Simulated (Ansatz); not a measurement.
# TaN: how the axes shrink under pressure

TaN, P6_3/mmc, a = 2.889 Å, c = 5.861 Å. This isn't the usual stable structure of the compound. Ansatz: PBEsol, PAW, 420 eV, Γ-centred 18×18×8 mesh on 4 atoms, Gaussian smearing 0.10 eV; no spin polarisation. Cell and atoms are relaxed at each pressure, and no other structure is tried, so the rows at high pressure may lie past a change of phase. y = 100 ln(c/c0) with c0 = 5.8608 Å, so nearly a change in per cent. The pressures are the targets, met within 0.05 GPa.

| P (GPa) | y | 100 ln(a/a0) |
| --- | --- | --- |
| -3.0 | ? | ? |
| 0.0 | 0.00 | 0.00 |
| 3.0 | -0.23 | -0.30 |
| 8.0 | -0.60 | -0.78 |
| 15.0 | -1.09 | -1.41 |
| 30.0 | -2.02 | -2.64 |
| 60.0 | -3.55 | -4.70 |

Fit y = c1 P + c2 P² to the other rows, give the linear compressibility along c, and predict the missing y.

Least squares on the rows shown. y = −0.07631 P + 0.0002863 P². The linear compressibility along c is −c1/100 = 0.76 per TPa, against 0.99 along a from the same fit to the last column (its missing entry is 0.32): the crystal is softer along a at low pressure. At P = -3.0 the fit asked for gives 0.23. The run gave 0.25, so the fit is 0.02 too low, a small miss on the scale of the series.

Spin–orbit coupling is left out, which can shift energies with elements as heavy as these.